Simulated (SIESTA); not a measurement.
## MgS (Niningerite) under changes of volume

One of the cells (17.962 Å³/atom); the others are scaled copies at fixed shape and fractional positions:

```
S Mg
1.0
     0.00000    2.61888    2.61888
     2.61888    0.00000    2.61888
     2.61888    2.61888    0.00000
S Mg
1 1
Cartesian
  2.6189 2.6189 2.6189
  0.0000 0.0000 0.0000
```

| Quantity | Value |
| --- | --- |
| Program | SIESTA 5.4.2 |
| Functional | PBEsol |
| Potentials or basis | PseudoDojo 0.4 standard (PBEsol files) |
| Basis | DZP (energy shift 0.003 Ry; two zetas on semicore shells) |
| Grid cutoff | 800 Ry |
| Energy shift | 0.003 Ry |
| k mesh | 9 × 9 × 9 |
| Occupations | fermi-dirac, width 0.05 eV |
| Spin | no spin polarisation |

```csv
volume (Å³/atom),energy over the lowest point (meV/atom),pressure (GPa),gap on the mesh (eV)
16.553,?,?,?
16.905,13.93,4.8,2.85
17.257,5.44,2.9,2.81
17.962,0.00,-0.3,2.74
18.314,2.25,-1.7,2.70
18.666,7.47,-3.0,2.66
```

Task: What does the run at 16.553 Å³/atom give?

Result: Energy over the lowest point 26.85 meV/atom; pressure 6.9 GPa; gap on the mesh 2.88 eV.

Worked out: A Birch-Murnaghan fit of order 3 (a polynomial in V^(-2/3)) to the other rows has its minimum at 17.88 Å³/atom with B0 = V·E''(V) = 76 GPa and B' = 4.2. It gives 26.80 meV/atom at 16.553 Å³/atom, against the run's 26.85, and -dE/dV = 6.9 GPa, against 6.9. A straight line through the other rows of the gap, of slope -1.89 eV per unit of ln V, extrapolates to 2.89 eV, against the run's 2.88.

Energies are extrapolated to zero smearing.

Caveats: an odd mesh through Γ misses points on the zone boundary, where band edges often lie; the basis of atomic orbitals isn't converged, which shifts pressures, moduli and gaps.
